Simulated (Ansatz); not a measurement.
Input of an Ansatz 0.2.0 run:

File input.yaml:

```yaml
crystal:
  lattice:
    - [-1.56042162, 1.56042162, 4.22180559]
    - [1.56042162, -1.56042162, 4.22180559]
    - [1.56042162, 1.56042162, -4.22180559]
  atoms:
    - { symbol: Ru, position: [0.0, 0.0, 0.0] }
    - { symbol: Al, position: [0.34079781, 0.34079781, 0.0] }
    - { symbol: Al, position: [0.65920219, 0.65920219, 0.0] }
hamiltonian:
  xc: pbesol
  pseudopotentials: { kind: paw }
kpoints:
  mp_grid: { grid: [12, 12, 12] }
scf:
  occupations: { method: gaussian, width: 0.02 }
output:
  forces: true
  stress: true
  eigenvalues: true
  write_density: true
  write_potential: true
  elf: true
  volumetric_format: npy
```

Potentials or basis: Ansatz PAW.

The run is started by

```console
$ ansatz run input.yaml --threads 2 --pin off --max-ram 5632MiB --backend cpu --events-out ev --progress --plain --runs-dir out
```

**Question.** Predict the pressure.

**Answer.** -0.4 GPa.

**Question.** Estimate the largest force.

**Answer.** 0.044 eV/Å.

Forces on the atoms (eV/Å):
```
Ru   0.000  0.000  0.000
Al   0.000  0.000  0.044
Al   0.000  0.000 -0.044
```

Caveat: the PAW data sets come from PBE, with cores solved anew for the run's functional, which leaves a small shift of forces and pressure.
